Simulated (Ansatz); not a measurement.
# ZnS: the gap against volume

ZnS, F-43m, a = 5.389 Å. The compound has several low-lying forms, and this is one of them. Ansatz: r2SCAN, PAW, 500 eV, Γ-centred 8×8×8 mesh on 2 atoms, Gaussian smearing 0.02 eV; no spin polarisation. Symmetry fixes shape and atoms, so the cell is only scaled; x = ln(V/V0) with V0 = 19.564 Å³/atom. The gap is read at the mesh points alone.

```
      x gap y (eV)
-0.1278           ?
-0.0943       3.148
-0.0619       2.993
-0.0305       2.845
 0.0000       2.703
 0.0296       2.568
 0.0583       2.438
 0.0953       2.274
```

**Question.** Fit a straight line to the other rows, give the volume deformation potential of the gap and its pressure coefficient, and predict the missing gap. B0 = 78.6 GPa.

**Answer.** Means x = -0.0005000, y = 2.7099; Σ(Δx)² = 0.02701, ΣΔxΔy = -0.1246; the slope is their ratio. y = 2.7076 − 4.6113 x. The slope is the deformation potential a = dE_g/d ln V = -4.61 eV, and dE_g/dP = −a/B0 = 58.7 meV/GPa. At x = -0.1278 the fit asked for gives 3.297 eV. The run gave 3.310 eV, so the fit is 0.013 eV too low, 1.3 % of the span of the series, against an rms of 0.004 eV on the fitted rows. The row lies outside the fitted range. With a term in x² added, a fit to the same known rows predicts 3.311 eV, so most of the miss is curvature that the known rows already hold.

Semilocal functionals give gaps under the measured ones; changes of the gap mostly carry over better.